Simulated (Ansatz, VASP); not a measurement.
# Cu: VASP beside Ansatz

```
CELL_PARAMETERS angstrom
2.32683 0.00000 0.00000
0.00000 2.32683 0.00000
0.00000 0.00000 2.32683
ATOMIC_POSITIONS crystal
Cu 0.00000 0.00000 0.00000
```

Alike in both runs: task single point; functional LDA; k mesh 15 × 15 × 15; occupations fermi-dirac, width 0.1 eV; no spin polarisation.

|  | VASP | Ansatz |
| --- | --- | --- |
| version | VASP 6.6.1 | Ansatz 0.2.0 |
| potentials or method | VASP PAW LDA potentials, release 64 (Cu) | plane waves (420 eV) with PAW, scalar-relativistic |
| plane-wave cutoff (eV) | 520 | 420 |
| valence electrons in the cell | 11 | 19 |

```tsv
	VASP	Ansatz	Ansatz less VASP
pressure (GPa)	0.8	0.0	-0.80
```

The two sets of potentials don't hold the same shells in valence. Ansatz warned: «pseudo_functional_mismatch».
